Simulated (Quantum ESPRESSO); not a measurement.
**BaTiO3 (Barioperovskite): phonons at points of the zone under several settings**

```
Ba Ti O
1.0
     3.98550    0.00000    0.00000
     0.00000    2.83690    2.84515
     0.00000   -2.83690    2.84515
Ba Ti O
1 1 3
Cartesian
  0.0000 0.0000 0.0000
  1.9928 0.0000 2.9157
  1.9928 1.3804 4.2594
  1.9928 -1.3804 4.2594
  0.0000 0.0000 2.7735
```

All runs used Quantum ESPRESSO 7.5; potentials PseudoDojo 0.4.1 SR LDA standard; k mesh 2 × 2 × 2, shifted; given cell, atoms relaxed; no spin polarisation; cutoff 1143 eV; occupations smeared at first, fixed for the response.

| level | point | frequencies (cm⁻¹) |
| --- | --- | --- |
| LDA | Γ (0.000, 0.000, 0.000) | 0 0 0 148 149 151 187 188 225 358 359 359 481 481 482 |
| LDA | A (-0.500, 0.499, -0.499) | 118 119 120 190 192 195 340 357 384 384 399 425 427 427 704 |
| LDA | R (-0.500, 0.000, -0.500) | ? |
| LDA | S (0.000, 0.000, -0.500) | 61 95 95 113 140 225 241 250 329 331 386 454 456 577 595 |

Question: What stands in the row left open?

Answer: Frequencies 150i 93 98 99 213 276 283 336 348 350 361 464 489 496 669 cm⁻¹.

Values marked i are imaginary: the cell is unstable against those modes at that level, or the meshes are too thin.

Caveats: all runs use coarse meshes; this release of the barium file is off; the cell is more than 3 GPa from zero pressure, which shifts response properties; the cell relaxed to another space group than the one typed; some modes are imaginary (some runs).

For the row left open. Caveat: the k mesh is coarse (spacing up to 0.79 Å⁻¹), so the values aren't converged; some modes are imaginary; this release of the barium file is off; the cell is more than 3 GPa from zero pressure, which shifts response properties; the cell relaxed to another space group than the one typed.
